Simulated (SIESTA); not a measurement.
Crystal: InAs.

```xyz
2
Lattice="0.0000 3.0180 3.0180 3.0180 0.0000 3.0180 3.0180 3.0180 0.0000" Properties=species:S:1:pos:R:3 pbc="T T T"
In    0.0000    0.0000    0.0000
As    4.5270    4.5270    4.5270
```

Program: SIESTA 5.4.2. Alike in all runs: task band structure; cell as given; smearing fermi-dirac 0.05 eV; grid cutoff 500 Ry.

Problem. Order these runs on this cell by their pressure, lowest first.
A. level BLYP; potentials or basis PseudoDojo 0.4 standard (PBE files), DZP (energy shift 0.002 Ry; radii capped at 9.5 bohr); spin off; k mesh 8 × 8 × 8; energy shift 0.002 Ry
B. level LDA; potentials or basis PseudoDojo 0.4 standard (LDA files), DZP (energy shift 0.003 Ry; two zetas on semicore shells); spin off; k mesh 8 × 8 × 8; energy shift 0.003 Ry
C. level PBE; potentials or basis PseudoDojo 0.4 standard (PBE files, fully relativistic), DZP (energy shift 0.002 Ry; radii capped at 9.5 bohr); spin non-collinear, zero start, SOC; k mesh 6 × 6 × 6; energy shift 0.002 Ry
D. level AM05; potentials or basis PseudoDojo 0.4 standard (PBEsol files), DZP (energy shift 0.003 Ry; two zetas on semicore shells); spin off; k mesh 8 × 8 × 8; energy shift 0.003 Ry

Solution. B (-0.3 GPa), D (1.9 GPa), C (5.1 GPa), A (8.0 GPa).

Caveats: the basis of atomic orbitals isn't converged, which shifts pressures, moduli and gaps; the potentials were made for another functional, which shifts forces and pressure (some runs); semicore shells carry a single zeta, which can move pressures by several GPa and volumes by a few percent (some runs).

Not every run made on this cell is shown here.
